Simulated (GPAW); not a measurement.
# ZnS (Wurtzite-2H) (P6_3mc) in GPAW: a series of runs

One crystal, ZnS (Wurtzite-2H), is run at these levels: PBE, TPSS+D3(BJ); tasks: single point, relaxation of cell and atoms.

Program: GPAW 26.7.0. These are calculated values, not measurements. Logs are shortened: lines on timing, memory, paths and dates and some standing lists are left out, and cuts for length are marked. The log counts tension as positive stress, the text compression.

**The experiment to reproduce.**

From a printed reference work, monograph, for a bulk crystal of ZnS at 4 K: band gap 3.911 eV (direct).

How close the calculation comes is told below.

## (1) The structure

It takes space group P6_3mc (No. 186, hexagonal). Conventional cell: a = 3.811 Å, b = 3.811 Å, c = 6.234 Å, α = 90.00°, β = 90.00°, γ = 120.00°. Zn (site symmetry 3m) has 4 S at 2.31 to 2.40 Å as nearest neighbours. S (site symmetry 3m) is surrounded by 4 Zn at 2.31 to 2.40 Å.

## (2) Single point, PBE

Input file run.py:

```python
from ase.io import read
from gpaw import PW
from gpaw.dft import DFT

atoms = read('POSCAR')

dft = DFT(atoms,
          mode=PW(600),
          xc='PBE',
          kpts={'size': (8, 8, 5), 'gamma': True},
          occupations={'name': 'fermi-dirac', 'width': 0.05},
          nbands=31,
          convergence={'density': 1e-05, 'energy': 1e-05},
          maxiter=150,
          txt='gpaw.txt')
print(f'Energy: {dft.calculate_energy():.6f} eV')
print('Forces (eV/A):')
print(dft.calculate_forces().round(4))
print('Stress (eV/A^3):', dft.calculate_stress().round(6))
dft.write_gpw_file('gs.gpw')
```

Input file POSCAR:

```
ZnS
1.0
    3.8110000000      0.0000000000      0.0000000000
   -1.9055000000      3.3004228138      0.0000000000
    0.0000000000      0.0000000000      6.2340000000
Zn S
2 2
Direct
    0.6666666667      0.3333333333      0.5000000000
    0.3333333333      0.6666666667      0.0000000000
    0.6666666667      0.3333333333      0.8850000000
    0.3333333333      0.6666666667      0.3850000000
```

Potentials or basis: GPAW PAW data sets (gpaw-data 1.2.1), pw.

On the command line:

```
OMP_NUM_THREADS=1 python run.py
```

gpaw.txt:

```text
Diagonalizing LCAO Hamiltonian
Converting LCAO to pw mode

            S

            Zn
        S

        Zn

Atoms  # Å, Bohr magnetons
|   | symbol |         x |        y |        z |    initial magnetic moments |
|---|--------|-----------|----------|----------|-----------------------------|
| 0 |     Zn |  1.905500 | 1.100141 | 3.117000 | ( 0.0000,  0.0000,  0.0000) |
| 1 |     Zn | -0.000000 | 2.200282 | 0.000000 | ( 0.0000,  0.0000,  0.0000) |
| 2 |      S |  1.905500 | 1.100141 | 5.517090 | ( 0.0000,  0.0000,  0.0000) |
| 3 |      S | -0.000000 | 2.200282 | 2.400090 | ( 0.0000,  0.0000,  0.0000) |

Unit cell  # Å
| periodic |         x |        y |        z |  lengths |     angles |
|----------|-----------|----------|----------|----------|------------|
|      yes |  3.811000 | 0.000000 | 0.000000 | 3.811000 |  90.000000 |
|      yes | -1.905500 | 3.300423 | 0.000000 | 3.811000 |  90.000000 |
|      yes |  0.000000 | 0.000000 | 6.234000 | 6.234000 | 120.000000 |

Number of symmetries: 6
Symmetry operations  # r_c * U_cc + t_c -> r_c
|   | kind |            matrix            |
|---|------|------------------------------|
| 0 |  σ   |  1, 1, 0,  0,-1, 0,  0, 0, 1 |
| 1 |  E   |  1, 0, 0,  0, 1, 0,  0, 0, 1 |
| 2 |  C3  |  0, 1, 0, -1,-1, 0,  0, 0, 1 |
| 3 |  σ   |  0,-1, 0, -1, 0, 0,  0, 0, 1 |
| 4 |  σ   | -1, 0, 0,  1, 1, 0,  0, 0, 1 |
| 5 |  C3  | -1,-1, 0,  1, 0, 0,  0, 0, 1 |

BZ-sampling:
  Number of BZ points: 320
  Number of IBZ points: 40

  Monkhorst-Pack size: [8, 8, 5]
  Monkhorst-Pack shift: [0.0625, 0.0625, 0.0]

K-points  # in reciprocal-cell coordinates
|     |                                coordinates |     weight |
|-----|--------------------------------------------|------------|
|   0 | (  0.00000000,   0.00000000,   0.00000000) | 0.00312500 |
|   1 | (  0.00000000,   0.00000000,   0.20000000) | 0.00625000 |
|   2 | (  0.00000000,   0.00000000,   0.40000000) | 0.00625000 |
|   3 | (  0.12500000,   0.00000000,  -0.40000000) | 0.01875000 |
|   4 | (  0.12500000,   0.00000000,  -0.20000000) | 0.01875000 |
|   5 | (  0.12500000,   0.00000000,   0.00000000) | 0.01875000 |
|   6 | (  0.12500000,   0.00000000,   0.20000000) | 0.01875000 |
|   7 | (  0.12500000,   0.00000000,   0.40000000) | 0.01875000 |
|   8 | (  0.25000000,  -0.12500000,   0.00000000) | 0.01875000 |
|   9 | (  0.25000000,  -0.12500000,   0.20000000) | 0.03750000 |
| ... |                                            |            |
|  39 | (  0.50000000,   0.50000000,   0.40000000) | 0.01875000 |

Plane wave coefficients: 2643
Cutoff: 600.0 eV

Spin-components: 1 (collinear spins)
Bands:           31
Projectors:      22
Spin-degeneracy: 2
Datatype:        complex128

Parallelization:
  kpt:    1
  domain: 1
  band:   1

Density:
  Valence electrons: 36.0
  Components: 1
  Grid points: [24 24 36]
  Charge: 0.0  # |e|

Potential:
  Grid points: [24 24 36]

species:
  Zn:
    name:    Zinc
    Z:       30.0
    valence: 12
    core:    18
    charge:  0.0  # [|e|]
    compensation charges:
      type: gauss
      rc: 0.37  # [Å]
      lmax: 2
    cutoffs:
      filter: 2.14  # [Å]
      core: 2.28  # [Å]
    projectors
    | kind |    occ | energy [eV] | rcut [Å] |
    |------|--------|-------------|----------|
    |   4s |  2.000 |      -5.977 |    1.286 |
    |   4p |  0.000 |      -1.117 |    1.270 |
    |   3d | 10.000 |     -10.142 |    1.180 |
    |    s |        |      21.234 |    1.286 |
    |    p |        |      26.095 |    1.270 |
    |    d |        |      17.070 |    1.180 |

    Using partial waves for Zn as LCAO basis

  S:
    name:    Sulfur
    Z:       16.0
    valence: 6
    core:    10
    charge:  0.0  # [|e|]
    compensation charges:
      type: gauss
      rc: 0.24  # [Å]
      lmax: 2
    cutoffs:
      filter: 1.77  # [Å]
      core: 1.66  # [Å]
    projectors
    | kind |    occ | energy [eV] | rcut [Å] |
    |------|--------|-------------|----------|
    |   3s |  2.000 |     -17.254 |    0.974 |
    |   3p |  4.000 |      -7.008 |    0.979 |
    |    s |        |       9.957 |    0.974 |
    |    p |        |      20.203 |    0.979 |
    |    d |        |       0.000 |    0.900 |

    Using partial waves for S as LCAO basis

Reference energy: -119437.893101  # eV

eigensolver:
  PPCG
  Converge bands: occupied
  niter=2

density mixing:
  MSR1-Mixer
  Pratt-step length: 0.05
  Maximum mixing coefficient: 0.75
  Old densities: 10
  SVD Regularization: 0.005
  Good broyden scale: 1.0
  Trust region scale: 1.0
  Backstep threshold: 4.0
  History deletion threshold: 6.0
  Fourier metric: weight=20.0, sigma=0.015

occupation numbers:
  Fermi-Dirac:
    width: 0.0500  # eV

poisson solver:
  ecut: 4800.0  # eV

xc functional:
  name: PBE with 2 nearest neighbor stencil

convergence criteria:
- Maximum integral of absolute [dens]ity change: 1e-05 electrons / valence electron
- Maximum [total energy] change in last 3 cyles: 1e-05 eV / valence electron
- Maximum integral of absolute [eigenst]ate change: 4e-08 eV^2 / valence electron
maximum number of iterations: 150

SCF iterations
|iter     | |      energy | eigst |  dens |
|---------|-|-------------|-------|-------|
|iter:   1| |  -14.537980 | +0.09 |       |
|iter:   2| |  -14.373602 | -1.53 | -1.18 |
|iter:   3| |  -13.800637 | -1.36 | -1.23 |
|iter:   4| |  -13.802975 | -2.51 | -1.80 |
|iter:   5| |  -13.806242 | -3.54 | -2.24 |
|iter:   6| |  -13.806150 | -4.16 | -2.99 |
|iter:   7| |  -13.806206c| -5.10 | -3.50 |
|iter:   8| |  -13.806221c| -5.96 | -3.85 |
|iter:   9| |  -13.806221c| -7.10 | -4.40 |
|iter:  10| |  -13.806221c| -7.44c| -5.02c|
SCF steps: 10
Energy contributions relative to reference atoms: (reference = -119437.893101)

Energy contributions:
  Kinetic:          23.123397
  Coulomb:         -19.499429
  Zero:              0.108651
  External:          0.000000
  Xc:              -17.538839
  Entropy:          -0.000000
  Spinorbit:         0.000000
  ----------------------------
  Free energy:     -13.806221
  Extrapolated:    -13.806221

Forces  # eV/Ang
|        x |        y |        z |
|----------|----------|----------|
|  0.00000 |  0.00000 |  0.32819 |  # Zn   0
| -0.00000 | -0.00000 |  0.32811 |  # Zn   1
| -0.00000 |  0.00000 | -0.32821 |  # S    2
|  0.00000 |  0.00000 | -0.32817 |  # S    3

Stress tensor  # eV/Ang^3
|         x |         y |         z |
|-----------|-----------|-----------|
| -0.019158 |  0.000000 |  0.000000 |
|  0.000000 | -0.019158 |  0.000000 |
|  0.000000 |  0.000000 | -0.005925 |

Writing to gs.gpw (mode='')

  __  _  _
 | _ |_)|_||  |
 |__||  | ||/\| - 26.7.0

Input parameters:
  mode=PW(ecut=600.0),
  convergence={'density': 1e-05, 'energy': 1e-05},
  kpts=MonkhorstPack(size=(8, 8, 5), gamma=True),
  maxiter=150,
  nbands=31,
  occupations=Occupations(name='fermi-dirac', width=0.05),
  xc=XC(name='PBE')
# Writing to gs.gpw (mode='')
```

Wall time 69 s (1 thread of Arm Neoverse V1, shared host); peak memory 0.23 GiB.

What came out:

| Item | Value |
| --- | --- |
| Free energy | -13.8062 eV |
| Pressure | 2.4 GPa |
| Largest force | 0.328 eV/Å |
| Band gap on the k mesh | 2.24 eV, direct |

Forces on the atoms (eV/Å):
```
Zn   0.000  0.000  0.328
Zn   0.000  0.000  0.328
S    0.000  0.000 -0.328
S    0.000  0.000 -0.328
```

Levels at points of the mesh, in eV from the valence-band top:
```tsv
k point	band 16	band 17	band 18	band 19	band 20	band 21
(0.00, 0.00, 0.00)	-0.01	-0.01	0.00	2.24	2.99	6.28
(0.50, 0.50, 0.00)	-2.25	-1.56	-0.98	3.61	4.26	5.17
```

## (3) Relaxation of cell and atoms, TPSS+D3(BJ)

Input file run.py:

```python
from ase.calculators.mixing import SumCalculator
from ase.filters import FrechetCellFilter
from ase.io import read, write
from ase.optimize import BFGS
from dftd3.ase import DFTD3
from gpaw import GPAW, PW

atoms = read('ZnS.xyz')

calc = GPAW(mode=PW(600),
            xc='MGGA_X_TPSS+MGGA_C_TPSS',
            kpts={'size': (6, 6, 3), 'gamma': True},
            occupations={'name': 'fermi-dirac', 'width': 0.05},
            nbands=31,
            convergence={'density': 1e-05, 'energy': 1e-05},
            eigensolver='davidson',
            maxiter=150,
            txt='gpaw.txt')
atoms.calc = SumCalculator([calc, DFTD3(method='tpss', damping='d3bj')])
opt = BFGS(FrechetCellFilter(atoms), trajectory='relax.traj', logfile='-')
done = opt.run(fmax=0.02, steps=100)
calc.write('gs.gpw')
write('result.traj', atoms)
print('Converged:', done)
print('Cell:', atoms.cell.cellpar().round(4))
print('Volume:', round(atoms.get_volume(), 4))
print(atoms.get_scaled_positions().round(5))
```

Input file ZnS.xyz:

```xyz
4
Lattice="3.8110000000 0.0000000000 0.0000000000 -1.9055000000 3.3004228138 0.0000000000 0.0000000000 0.0000000000 6.2340000000" Properties=species:S:1:pos:R:3 pbc="T T T"
Zn     1.9055000002      1.1001409378      3.1170000000
Zn    -0.0000000002      2.2002818760      0.0000000000
S      1.9055000002      1.1001409378      5.5170900000
S     -0.0000000002      2.2002818760      2.4000900000
```

Potentials or basis: GPAW PAW data sets (gpaw-data 1.2.1), pw.

On the command line:

```
OMP_NUM_THREADS=1 python run.py
```

It took 12 min on 1 thread of Arm Neoverse V2, shared host; peak memory 0.9 GiB.

Results (log left out):

```
Free energy                            : -40.4169 eV
Relaxed volume                         : 19.20 Å³/atom
Relaxed cell                           : a = 3.782 Å, b = 3.782 Å, c = 6.197 Å, α = 90.00°, β = 90.00°, γ = 120.00°
Space group after relaxing (to 0.05 Å) : P6_3mc (No. 186)
Energy gained by relaxing              : 7.6 meV/atom
Ionic steps                            : 8
Pressure after relaxing                : 0.0 GPa
Largest force after relaxing           : 0.007 eV/Å
Band gap on the k mesh                 : 2.44 eV, direct
Dispersion energy per atom             : -0.446 eV
```

Forces in eV/Å, atoms in the order of the input:
```
Zn   0.000  0.000 -0.005
Zn   0.000  0.000  0.000
S    0.000  0.000  0.007
S    0.000  0.000 -0.001
```

Stress tensor (GPa, compression positive):
```
-0.10  0.00  0.00
 0.00 -0.10  0.00
 0.00  0.00  0.09
```

The path:
```
step  energy change (eV)  largest force (eV/Å)  pressure (GPa)  volume (Å³)
   1              0.0000                0.3311           -1.46        78.41
   2             -0.0078                0.2843           -1.37        78.26
   3             -0.0268                0.0931           -0.47        77.24
   4             -0.0282                0.0038           -0.61        77.36
   5             -0.0285                0.0016           -0.53        77.28
   6             -0.0297                0.0163            0.14        76.63
   7             -0.0298                0.0131            0.12        76.65
   8             -0.0302                0.0069           -0.03        76.78
```

Final structure:
```
Zn S
1.0
     3.78232    0.00000    0.00000
    -1.89116    3.27559    0.00000
     0.00000    0.00000    6.19738
Zn S
2 2
Direct
  0.66667 0.33333 0.50540
  0.33333 0.66667 0.00536
  0.66667 0.33333 0.87958
  0.33333 0.66667 0.37966
```

Levels at points of the mesh, in eV from the valence-band top:
| k point | band 14 | band 15 | band 16 | band 17 | band 18 | band 19 | band 20 | band 21 | band 22 | band 23 |
| --- | --- | --- | --- | --- | --- | --- | --- | --- | --- | --- |
| (0.00, 0.00, 0.00) | -0.94 | -0.94 | -0.08 | 0.00 | 0.00 | 2.44 | 3.27 | 6.47 | 6.47 | 6.75 |
| (0.50, 0.50, 0.00) | -4.21 | -3.42 | -2.36 | -1.77 | -0.92 | 3.76 | 4.46 | 5.18 | 7.03 | 7.67 |

Caveat: later steps reuse the first step's grids; the PAW data sets were made with another functional, which shifts forces and pressure a little. TPSS opens gaps a little over a GGA but as a rule still falls short of measured ones.

## (4) Comparison with measurements

Step 2. A measured gap of ZnS is 3.911 eV (direct; 4 K; a printed reference work, monograph); the calculated 2.24 eV misses it by -1.67 eV. The value is that of PBE, without temperature or zero-point motion. Semilocal functionals fall short of measured gaps as a rule.
